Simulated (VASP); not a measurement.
# Cd3F (P4/mmm) in VASP: reference runs

Reference runs on Cd3F: the cell as given.

Program: VASP 6.6.1. These are calculated values, not measurements. Logs are shortened: lines on timing, memory, paths and dates and some standing lists are left out, and cuts for length are marked.

**1. The crystal as given**

The structure is tetragonal, space group P4/mmm (No. 123). The conventional cell has a = 3.443 Å, b = 3.443 Å, c = 8.976 Å, α = 90.00°, β = 90.00°, γ = 90.00°. Cd (site symmetry 4mm) has 4 F at 3.23 Å and 8 Cd at 3.40 to 3.44 Å as nearest neighbours. Around Cd (site symmetry 4/mmm) lie 12 Cd at 3.40 to 3.44 Å. Around F (site symmetry 4/mmm) lie 8 Cd at 3.23 Å and 4 F at 3.44 Å.

The cell was built by a generator and needn't be a form met in nature.

**2. Single point, PBE**

The input, INCAR:

```
PREC = Accurate
ENCUT = 520
EDIFF = 1E-7
ISMEAR = -1
SIGMA = 0.05
LREAL = False
LASPH = True
NELM = 80
ALGO = Normal
ISIF = 2
LWAVE = False
LCHARG = False
GGA = PE
NBANDS = 30
```

The input, KPOINTS:

```
regular mesh
0
Gamma
  8 8 3
```

The input, POSCAR:

```
Cd3F
1.0
    3.4428443700      0.0000000000      0.0000000000
    0.0000000000      3.4428443700      0.0000000000
    0.0000000000      0.0000000000      8.9760332300
Cd F
3 1
Direct
    0.5000000000      0.5000000000      0.7642198200
    0.0000000000      0.0000000000      0.5000000000
    0.5000000000      0.5000000000      0.2357801800
    0.0000000000      0.0000000000      0.0000000000
```

Potentials or basis: VASP PAW PBE potentials, release 64 (Cd, F).

On the command line:

```console
cat potpaw_PBE.64/Cd/POTCAR potpaw_PBE.64/F/POTCAR > POTCAR
mpirun -np 1 vasp_std > vasp.out
```

OUTCAR:

```text
PREC = Accurate
   ENCUT = 520
   EDIFF = 1E-7
   ISMEAR = -1
   LREAL = False
   LASPH = True
   NELM = 80
   ISIF = 2
   GGA = PE

 ion  position               nearest neighbor table
   1  0.500  0.500  0.764-   2 3.40   2 3.40   2 3.40   2 3.40
   2  0.000  0.000  0.500-   1 3.40   3 3.40   1 3.40   3 3.40   1 3.40   3 3.40   1 3.40   3 3.40

   3  0.500  0.500  0.236-   2 3.40   2 3.40   2 3.40   2 3.40
   4  0.000  0.000  0.000-

  LATTYP: Found a simple tetragonal cell.
 ALAT       =     3.4428443700
 C/A-ratio  =     2.6071562538

  Lattice vectors:

 A1 = (   3.4428443700,   0.0000000000,   0.0000000000)
 A2 = (   0.0000000000,   3.4428443700,   0.0000000000)
 A3 = (   0.0000000000,   0.0000000000,   8.9760332300)

Analysis of symmetry for initial positions (statically):
=====================================================================
 Subroutine PRICEL returns:
 Original cell was already a primitive cell.

 Routine SETGRP: Setting up the symmetry group for a
 simple tetragonal supercell.

 Subroutine GETGRP returns: Found 16 space group operations
 (whereof 16 operations were pure point group operations)
 out of a pool of 16 trial point group operations.

The static configuration has the point symmetry D_4h.

Analysis of symmetry for dynamics (positions and initial velocities):
=====================================================================
 Subroutine PRICEL returns:
 Original cell was already a primitive cell.

 Routine SETGRP: Setting up the symmetry group for a
 simple tetragonal supercell.

 Subroutine GETGRP returns: Found 16 space group operations
 (whereof 16 operations were pure point group operations)
 out of a pool of 16 trial point group operations.

The dynamic configuration has the point symmetry D_4h.

 Subroutine INISYM returns: Found 16 space group operations
 (whereof 16 operations are pure point group operations),
 and found     1 'primitive' translations

----------------------------------------------------------------------------------------

                                     Primitive cell

  volume of cell :     106.3945

  direct lattice vectors                    reciprocal lattice vectors
     3.442844370  0.000000000  0.000000000     0.290457509  0.000000000  0.000000000
     0.000000000  3.442844370  0.000000000     0.000000000  0.290457509  0.000000000
     0.000000000  0.000000000  8.976033230     0.000000000  0.000000000  0.111407787

  length of vectors
     3.442844370  3.442844370  8.976033230     0.290457509  0.290457509  0.111407787

  position of ions in fractional coordinates (direct lattice)
     0.500000000  0.500000000  0.764219820
     0.000000000  0.000000000  0.500000000
     0.500000000  0.500000000  0.235780180
     0.000000000  0.000000000  0.000000000

  ion indices of the primitive-cell ions
   primitive index   ion index
                 1           1
                 2           2
                 3           3
                 4           4

----------------------------------------------------------------------------------------

 KPOINTS: regular mesh

Automatic generation of k-mesh.
 Grid dimensions read from file:
 generate k-points for:    8    8    3

 Generating k-lattice:

  Cartesian coordinates                     Fractional coordinates (reciprocal lattice)
     0.036307189  0.000000000  0.000000000     0.125000000  0.000000000  0.000000000
     0.000000000  0.036307189  0.000000000     0.000000000  0.125000000  0.000000000
     0.000000000  0.000000000  0.037135929     0.000000000  0.000000000  0.333333333

  Length of vectors
     0.036307189  0.036307189  0.037135929

  Shift w.r.t. Gamma in fractional coordinates (k-lattice)
     0.000000000  0.000000000  0.000000000

 Subroutine IBZKPT returns following result:
 ===========================================

 Found     30 irreducible k-points:

 Following reciprocal coordinates:
            Coordinates               Weight
  0.000000  0.000000  0.000000      1.000000
  0.125000  0.000000  0.000000      4.000000
  0.250000  0.000000  0.000000      4.000000
  0.375000  0.000000  0.000000      4.000000
  0.500000  0.000000  0.000000      2.000000
  0.125000  0.125000  0.000000      4.000000
[... 16 lines left out ...]
  0.375000  0.125000  0.333333     16.000000
  0.500000  0.125000  0.333333      8.000000
 [... further k-points ...]
   k-points           NKPTS =     30   k-points in BZ     NKDIM =     30   number of bands    NBANDS=     30
   number of dos      NEDOS =    301   number of ions     NIONS =      4
   total plane-waves  NPLWV =  54880
   dimension x,y,z NGX =    28 NGY =   28 NGZ =   70
   dimension x,y,z NGXF=    56 NGYF=   56 NGZF=  140
   ions per type =               3   1
   NGX,Y,Z   is equivalent  to a cutoff of  13.52, 13.52, 12.96 a.u.
   NGXF,Y,Z  is equivalent  to a cutoff of  27.04, 27.04, 25.93 a.u.
 SYSTEM =  unknown system
   PREC   = accura    normal or accurate (medium, high low for compatibility)
   ISTART =      0    job   : 0-new  1-cont  2-samecut
   ICHARG =      2    charge: 1-file 2-atom 10-const
   ISPIN  =      1    spin polarized calculation?
   LNONCOLLINEAR =      F non collinear calculations
   LSORBIT =      F    spin-orbit coupling
   LASPH  =      T    aspherical Exc in radial PAW
   ENCUT  =  520.0 eV  38.22 Ry    6.18 a.u.   6.40  6.40 16.69*2*pi/ulx,y,z
   NELM   =     80;   NELMIN=  2; NELMDL= -5     # of ELM steps
   EDIFF  = 0.1E-06   stopping-criterion for ELM
   LREAL  =      F    real-space projection
   EDIFFG = 0.1E-05   stopping-criterion for IOM
   NSW    =      0    number of steps for IOM
   IBRION =     -1    ionic relax: 0-MD 1-quasi-New 2-CG
   NFREE  =      0    steps in history (QN), initial steepest desc. (CG)
   ISIF   =      2    stress and relaxation
   ISYM   =      2    0-nonsym 1-usesym 2-fastsym
   POTIM  = 0.5000    time-step for ionic-motion
   TEBEG  =    0.0;   TEEND  =   0.0 temperature during run
   PSTRESS=    0.0 pullay stress
   NELECT =      43.0000    total number of electrons
   NUPDOWN=      -1.0000    fix difference up-down
   EMIN   =  10.00;   EMAX   =-10.00  energy-range for DOS
   EFERMI =   0.00;   METHOD = LEGACY
   ISMEAR =    -1;   SIGMA  =   0.05  broadening in eV -4-tet -1-fermi 0-gaus
   EFERMI_NEDOS =   21; number of points for ismear=-14 and -15
   IALGO  =     38    algorithm
   IMIX   =      4    mixing-type and parameters
     AMIX     =   0.40;   BMIX     =  1.00
     AMIX_MAG =   1.60;   BMIX_MAG =  1.00
  volume/ion in A,a.u.               =      26.60       179.50
  Fermi-wavevector in a.u.,A,eV,Ry     =   1.210388  2.287301 19.933064  1.465039
  Thomas-Fermi vector in A             =   2.345936
   LORBIT       =      0    0 simple, 1 ext, 2 COOP (PROOUT), +10 PAW based schemes
   GGA     = PE    functional components
   LHFCALC =     F    Hartree Fock is set to
   AEXX    =    0.0000 exact exchange contribution
   IVDW    =     0    specifies the selected vdW correction
   LEPSILON=     F    determine dielectric tensor
   LRPA    =     F    only Hartree local field effects (RPA)
 non-spin polarized calculation
  energy-cutoff  :      520.00
  volume of cell :      106.39
 maximum number of plane-waves:      2885
 NGX is ok and might be reduce to    28
   NGX = 13   NGY = 13   NGZ = 33

 number of electron      43.0000001 magnetization

 Free energy of the ion-electron system (eV)
  ---------------------------------------------------
  ext. energy  EPLUGINS =         0.00000000
  ---------------------------------------------------
  free energy    TOTEN  =        -5.56429008 eV

  energy without entropy =       -5.54854754  energy(sigma->0) =       -5.55641881

 E-fermi :  -0.0479     XC(G=0):  -9.0479

 val. band max:       -0.0988250374   @ k =   0.5000   0.0000   0.3333
 cond. band min:      -0.0333958177   @ k =   0.1250   0.1250   0.3333
 fundamental gap:      0.0654292197
 Fermi energy:        -0.0479456054

 k-point     1 :       0.0000    0.0000    0.0000
  band No.  band energies     occupation
      1     -20.5325      2.00000
      2      -8.8037      2.00000
      3      -8.6773      2.00000
      4      -8.4715      2.00000
      5      -8.4324      2.00000
      6      -8.4324      2.00000
[... 22 lines left out ...]
     29       9.4662      0.00000
     30       9.7767      0.00000

 k-point     2 :       0.1250    0.0000    0.0000
  band No.  band energies     occupation
      1     -20.5260      2.00000
      2      -8.7666      2.00000
      3      -8.6380      2.00000
      4      -8.4963      2.00000
      5      -8.4271      2.00000
      6      -8.3995      2.00000
[... 22 lines left out ...]
     29       9.3201      0.00000
     30       9.7517      0.00000

 k-point     3 :       0.2500    0.0000    0.0000
  band No.  band energies     occupation
      1     -20.5096      2.00000
      2      -8.7057      2.00000
      3      -8.5642      2.00000
      4      -8.5270      2.00000
      5      -8.4181      2.00000
      6      -8.3782      2.00000
[... 22 lines left out ...]
     29       9.6431      0.00000
     30      10.1216      0.00000

 k-point     4 :       0.3750    0.0000    0.0000
  band No.  band energies     occupation
      1     -20.4932      2.00000
      2      -8.6604      2.00000
      3      -8.6322      2.00000
      4      -8.4530      2.00000
      5      -8.4420      2.00000
      6      -8.4162      2.00000
[... 616 lines left out ...]
     29       8.2417      0.00000
     30       9.7380      0.00000

 k-point    23 :       0.3750    0.1250    0.3333
  band No.  band energies     occupation
      1     -20.4870      2.00000
      2      -8.6333      2.00000
      3      -8.5954      2.00000
      4      -8.4934      2.00000
      5      -8.4716      2.00000
      6      -8.4403      2.00000
[... 22 lines left out ...]
     29       8.5052      0.00000
     30       8.8681      0.00000

 k-point    24 :       0.5000    0.1250    0.3333
  band No.  band energies     occupation
      1     -20.4803      2.00000
      2      -8.6620      2.00000
      3      -8.5769      2.00000
      4      -8.5138      2.00000
      5      -8.4819      2.00000
      6      -8.4449      2.00000
[... 22 lines left out ...]
     29       8.0053      0.00000
     30       8.9277      0.00000

 [... further k-points ...]

------------------------ aborting loop because EDIFF is reached ----------------------------------------

  FORCE on cell =-STRESS in cart. coord.  units (eV):
  Direction    XX          YY          ZZ          XY          YZ          ZX
  --------------------------------------------------------------------------------------
  -------------------------------------------------------------------------------------
  Total       -3.4541342     -3.4541342     -5.4201799      0.0000000      0.0000000      0.0000000
  in kB      -52.0152338    -52.0152338    -81.6215901      0.0000000      0.0000000      0.0000000
  external PRESSURE =     -61.8840193 kB  Pullay stress =       0.0000000 kB

 VOLUME and BASIS-vectors are now :
 -----------------------------------------------------------------------------
  energy-cutoff  :      520.00
  volume of cell :      106.39
      direct lattice vectors                 reciprocal lattice vectors
     3.442844370  0.000000000  0.000000000     0.290457509  0.000000000  0.000000000
     0.000000000  3.442844370  0.000000000     0.000000000  0.290457509  0.000000000
     0.000000000  0.000000000  8.976033230     0.000000000  0.000000000  0.111407787

 POSITION                                       TOTAL-FORCE (eV/Angst)
 -----------------------------------------------------------------------------------
      1.72142      1.72142      6.85966        -0.000000     -0.000000      0.486346
      0.00000      0.00000      4.48802         0.000000     -0.000000      0.000000
      1.72142      1.72142      2.11637         0.000000      0.000000     -0.486346
      0.00000      0.00000      0.00000         0.000000     -0.000000      0.000000
 -----------------------------------------------------------------------------------
    total drift:                                0.000000      0.000000      0.000000

  FREE ENERGIE OF THE ION-ELECTRON SYSTEM (eV)
  ---------------------------------------------------
  free  energy   TOTEN  =        -5.5642900761 eV

  energy  without entropy=       -5.5485475385  energy(sigma->0) =       -5.55641881
```

It took 39 s on 1 thread of Intel Xeon 6975P-C (Granite Rapids), shared host; peak memory 0.26 GiB.

What came out:

```
Free energy            : -5.5643 eV
Pressure               : -6.2 GPa
Largest force          : 0.486 eV/Å
Band gap on the k mesh : none (metal or under the smearing width)
```

Forces in eV/Å, atoms in the order of the input:
```
Cd   0.000  0.000  0.486
Cd   0.000  0.000  0.000
Cd   0.000  0.000 -0.486
F    0.000  0.000  0.000
```

Levels at points of the mesh, in eV from the Fermi level:
```csv
k point,band 18,band 19,band 20,band 21,band 22,band 23,band 24,band 25,band 26,band 27
"(0.00, 0.00, 0.00)",-4.52,-1.93,-1.70,-1.70,-1.39,3.28,5.35,6.69,6.69,8.83
"(0.50, 0.00, 0.00)",-2.57,-2.48,-2.13,-1.63,-0.93,0.37,1.96,2.88,5.69,7.60
"(0.50, 0.50, 0.00)",-2.32,-2.05,0.76,0.76,0.77,0.97,1.71,2.78,2.78,4.46
```

Caveat: an odd number of electrons without spin polarisation forces a metal; a magnetic or distorted state may lie lower.
